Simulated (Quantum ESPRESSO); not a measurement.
The system is MnO.

```
Mn O
1.0
     2.67239    0.00000    0.00000
     0.00000    2.67239    0.00000
     0.00000    0.00000    2.67239
Mn O
1 1
Cartesian
  0.0000 0.0000 0.0000
  1.3362 1.3362 1.3362
```

Measurements of this composition are mostly on another form, of space group No. 225.

- Program: Quantum ESPRESSO 7.5
- Task: phonons
- Functional: LDA
- Potentials or basis: PseudoDojo 0.4.1 SR LDA standard
- Cutoff: 1306 eV
- Density cutoff: 5225 eV
- k mesh: 6 × 6 × 6, shifted
- Occupations: fermi-dirac, width 0.05 eV
- Spin: collinear spin, ferromagnetic start
- Starting moments: [4.0, 0.0] μB
- Form of the LDA correlation: PW92
- Mixing beta: 0.3
- Most SCF iterations: 120
- SCF threshold: 4e-10 Ry

The cell and the atoms were relaxed first, to 8.50 Å³/atom (a = 2.571 Å, b = 2.571 Å, c = 2.571 Å, α = 90.00°, β = 90.00°, γ = 90.00°), and the response was taken there.

**Question.** What is the highest optical frequency at the zone centre?

**Answer.** 188 cm⁻¹, a mode of symmetry T1u (IR).

Optical modes at Γ, degenerate ones joined:
```
cm⁻¹  components  symmetry  active in
 188           3       T1u         IR
```

Caveat: the k mesh is coarse (spacing up to 0.39 Å⁻¹), so the values aren't converged; the mesh is thin for the phonons of a metal; a cell with one magnetic atom can't hold antiferromagnetic order, which such compounds often take.
